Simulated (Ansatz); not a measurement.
# AlO2: the cost of one run

Method: DFT PBE, scalar-relativistic, plane waves, PAW, in Ansatz 0.2.0.

The COD entry's cell or inner coordinates are ideal or old and differ from later refinements, so a difference from it is no clean test against experiment.

2 further runs of the same task are left out: 2 set aside as unsound or not needed.

**1. The starting structure**

The structure is cubic, space group Pn-3m (No. 224). The conventional cell has a = 3.860 Å, b = 3.860 Å, c = 3.860 Å, α = 90.00°, β = 90.00°, γ = 90.00°. Al (site symmetry -43m) is surrounded by 4 O at 1.67 Å. O (site symmetry -3m) is surrounded by 2 Al at 1.67 Å.

Structure file:

```cif
data_structure
_symmetry_space_group_name_H-M 'Pn-3m:1'
_symmetry_Int_Tables_number 224
_cell_length_a 3.8599
_cell_length_b 3.8599
_cell_length_c 3.8599
_cell_angle_alpha 90.000
_cell_angle_beta 90.000
_cell_angle_gamma 90.000
_cell_volume 57.51
loop_
_atom_site_label
_atom_site_type_symbol
_atom_site_symmetry_multiplicity
_atom_site_Wyckoff_symbol
_atom_site_fract_x
_atom_site_fract_y
_atom_site_fract_z
_atom_site_occupancy
Al1 Al 2 a 0.00000 0.00000 0.00000 1
O1 O 4 b 0.25000 0.25000 0.25000 1
```

This is candidate A: anti-cuprite type (Pn-3m, No. 224).

(A quick probe on a coarse mesh, which set the mesh and smearing, is not shown.)

**3. Rough relaxation on the coarse mesh (candidate A)**

input.yaml

```yaml
crystal:
  lattice:
    - [3.8598590059, 0.0, 0.0]
    - [0.0, 3.8598590059, 0.0]
    - [0.0, 0.0, 3.8598590059]
  atoms:
    - { symbol: Al, position: [0.0, 0.0, 0.0] }
    - { symbol: Al, position: [0.5, 0.5, 0.5] }
    - { symbol: O, position: [0.25, 0.25, 0.25], spin: 0.44 }
    - { symbol: O, position: [0.25, 0.75, 0.75], spin: 0.44 }
    - { symbol: O, position: [0.75, 0.75, 0.25], spin: 0.44 }
    - { symbol: O, position: [0.75, 0.25, 0.75], spin: 0.44 }
basis:
  ecutwfc: 420
kpoints:
  mp_grid: { grid: [4, 4, 4] }
hamiltonian:
  xc: pbe
scf:
  occupations: { method: gaussian, width: 0.1 }
  lower_state_search: "off"
output:
  forces: true
  stress: true
  eigenvalues: true
  populations: true
magnetization:
  spin_polarized: true
relax:
  adjacent_minimum: "off"
  f_tol: 0.04
  max_steps: 70
  cell: { stress_tol: 0.4 }
```

The run is started by

```
$ ansatz run input.yaml --threads 1 --pin off --max-ram 2560MiB --backend cpu --events-out ev --progress --plain --runs-dir out
```

Q: Estimate wall time and peak memory on 1 thread of Intel Xeon 6975P-C (Granite Rapids), shared host.

About 7.9 s, with a peak of 0.36 GiB.
